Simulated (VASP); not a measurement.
Write the native input for VASP 6.6.1 that does the following.

| Item | Value |
| --- | --- |
| Task | single point |
| Functional | r2SCAN |
| Potentials or basis | VASP PAW PBE potentials, release 64 (Hf_pv) |
| Cutoff | 520 eV |
| k mesh | 18 × 18 × 18 |
| Occupations | gaussian, width 0.15 eV |
| Spin | no spin polarisation |
| Dipole correction | no |
| Further INCAR settings | ALGO = Normal; EDIFF = 1e-06; NBANDS = 11 |

Crystal: Hf.

```
Hf
1.0
    -1.80500    1.80500    1.80500
     1.80500   -1.80500    1.80500
     1.80500    1.80500   -1.80500
Hf
1
Direct
  0.00000 0.00000 0.00000
```

This isn't the form of Hf at room conditions, which is hcp.

The input as run:

POSCAR

```
Hf
1.0
   -1.8050000000      1.8050000000      1.8050000000
    1.8050000000     -1.8050000000      1.8050000000
    1.8050000000      1.8050000000     -1.8050000000
Hf
1
Direct
    0.0000000000      0.0000000000      0.0000000000
```

INCAR.step1

```
PREC = Accurate
ENCUT = 520
ISMEAR = 0
SIGMA = 0.15
LREAL = False
LASPH = True
NELM = 100
NBANDS = 11
GGA = PE
ALGO = Normal
EDIFF = 1E-4
LWAVE = True
LCHARG = False
```

INCAR.step2

```
PREC = Accurate
ENCUT = 520
EDIFF = 1E-6
ISMEAR = 0
SIGMA = 0.15
LREAL = False
LASPH = True
NELM = 100
ALGO = Normal
ISIF = 2
LWAVE = False
LCHARG = True
METAGGA = R2SCAN
LMIXTAU = True
LELF = True
LVHAR = True
NBANDS = 11
ISTART = 1
```

KPOINTS

```
Automatic mesh
0
Gamma
  18 18 18
```

Potentials or basis: VASP PAW PBE potentials, release 64 (Hf_pv).

Command:

```sh
$ cat potpaw_PBE.64/Hf_pv/POTCAR > POTCAR
$ cp INCAR.step1 INCAR
$ mpirun -np 1 vasp_std > vasp.out
$ cp INCAR.step2 INCAR
$ mpirun -np 1 vasp_std > vasp.out
```

Results of the run:

- Pressure: -5.9 GPa
- Band gap on the k mesh: none (metal or under the smearing width)

Caveat: the PAW data sets were made with another functional, which shifts forces and pressure a little.

It took 50 s on 1 thread of Intel(R) Xeon(R) 6975P-C (Granite Rapids), on a shared host, peak memory 0.18 GiB.
